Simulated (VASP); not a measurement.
Here is a VASP 6.6.1 calculation.

Contents of INCAR:

```
PREC     = Accurate       # precision mode
ENCUT    = 520            # plane-wave cutoff, eV
EDIFF    = 1E-7           # SCF threshold, eV
ISMEAR   = 0              # smearing method
SIGMA    = 0.02           # smearing width, eV
LREAL    = False          # projectors in reciprocal space
LASPH    = True           # aspherical terms in the spheres
NELM     = 60             # most SCF steps
ALGO     = Normal         # electronic algorithm
ISIF     = 2              # what is computed and relaxed
LWAVE    = False          # write WAVECAR
LCHARG   = False          # write CHGCAR
GGA      = PE             # functional
```

KPOINTS

```
regular mesh
0
Gamma
  4 4 4
```

The input POSCAR:

```
AlN
1.0
    0.0000000000      2.1839935600      2.1839935600
    2.1839935600      0.0000000000      2.1839935600
    2.1839935600      2.1839935600      0.0000000000
Al N
1 1
Direct
    0.0000000000      0.0000000000      0.0000000000
    0.7500000000      0.7500000000      0.7500000000
```

Potentials or basis: VASP PAW PBE potentials, release 64 (Al, N).

The run is started by

```bash
$ cat potpaw_PBE.64/Al/POTCAR potpaw_PBE.64/N/POTCAR > POTCAR
$ mpirun -np 1 vasp_std > vasp.out
```

Q: Estimate the pressure.

A: 4.6 GPa.

Q: Predict the band gap on the k mesh.

A: 3.29 eV, indirect (least direct gap 4.18 eV).

Caveat: the k mesh is coarse (spacing up to 0.62 Å⁻¹), so the values aren't converged. A k mesh can miss the band edges.
